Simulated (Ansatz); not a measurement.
# AlN: the cost of one run

Program: Ansatz 0.2.0. Level of theory: DFT PBE, scalar-relativistic, plane waves, PAW. These are calculated values, not measurements.

1 further run of the same task is left out (it didn't finish).

## (1) The structure to begin with

The structure is trigonal, space group P3m1 (No. 156). Conventional cell: a = 3.121 Å, b = 3.121 Å, c = 20.223 Å, α = 90.00°, β = 90.00°, γ = 120.00°. Al (site symmetry 3m) has 4 N at 1.91 to 1.92 Å as nearest neighbours. Around Al (site symmetry 3m) lie 4 N at 1.90 to 1.92 Å. Al (site symmetry 3m) is surrounded by 4 N at 1.90 to 1.91 Å. Al (site symmetry 3m) is surrounded by 4 N at 1.90 Å. Only part of the 16 independent sites is listed.

As a file:

```
Al N
1.0
     3.12055    0.00000    0.00000
    -1.56027    2.70247    0.00000
     0.00000    0.00000   20.22327
Al N
8 8
Direct
  0.33333 0.66667 0.82754
  0.00000 0.00000 0.70199
  0.66667 0.33333 0.32854
  0.66667 0.33333 0.57749
  0.00000 0.00000 0.45300
  0.33333 0.66667 0.07750
  0.00000 0.00000 0.20305
  0.66667 0.33333 0.95303
  0.66667 0.33333 0.04723
  0.66667 0.33333 0.67170
  0.33333 0.66667 0.92226
  0.00000 0.00000 0.29777
  0.00000 0.00000 0.79673
  0.00000 0.00000 0.54720
  0.33333 0.66667 0.17224
  0.66667 0.33333 0.42273
```

The start is the relaxed end of an invented cell (made as: 4-connected net, two elements alternating (P3m1, No. 156)), taken up again for a closer look.

## (2) Probe: one point on a coarse mesh

Input file input.yaml:

```yaml
crystal:
  lattice:
    - [3.1205481, 0.0, 0.0]
    - [-1.5602741, 2.7024739, 0.0]
    - [0.0, 0.0, 20.2232733]
  atoms:
    - { symbol: Al, position: [0.3333333, 0.6666667, 0.827538] }
    - { symbol: Al, position: [0.0, 0.0, 0.701994] }
    - { symbol: Al, position: [0.6666667, 0.3333333, 0.328543] }
    - { symbol: Al, position: [0.6666667, 0.3333333, 0.577495] }
    - { symbol: Al, position: [0.0, 0.0, 0.453001] }
    - { symbol: Al, position: [0.3333333, 0.6666667, 0.077497] }
    - { symbol: Al, position: [0.0, 0.0, 0.203045] }
    - { symbol: Al, position: [0.6666667, 0.3333333, 0.953033] }
    - { symbol: "N", position: [0.6666667, 0.3333333, 0.047229] }
    - { symbol: "N", position: [0.6666667, 0.3333333, 0.671697] }
    - { symbol: "N", position: [0.3333333, 0.6666667, 0.922257] }
    - { symbol: "N", position: [0.0, 0.0, 0.297769] }
    - { symbol: "N", position: [0.0, 0.0, 0.796732] }
    - { symbol: "N", position: [0.0, 0.0, 0.547198] }
    - { symbol: "N", position: [0.3333333, 0.6666667, 0.172244] }
    - { symbol: "N", position: [0.6666667, 0.3333333, 0.422729] }
basis:
  ecutwfc: 420
kpoints:
  mp_grid: { grid: [6, 6, 1] }
hamiltonian:
  xc: pbe
scf:
  occupations: { method: gaussian, width: 0.1 }
  lower_state_search: "off"
output:
  forces: true
  stress: true
  eigenvalues: true
```

Launch:

```sh
$ ansatz run input.yaml --threads 4 --pin off --max-ram 8192MiB --backend cpu --events-out ev --progress --plain --runs-dir out
```

**Question.** How long does this run take on 4 threads of Arm Neoverse V1, shared host, and how much memory does it need?

About 1.3 s, with a peak of 0.44 GiB.
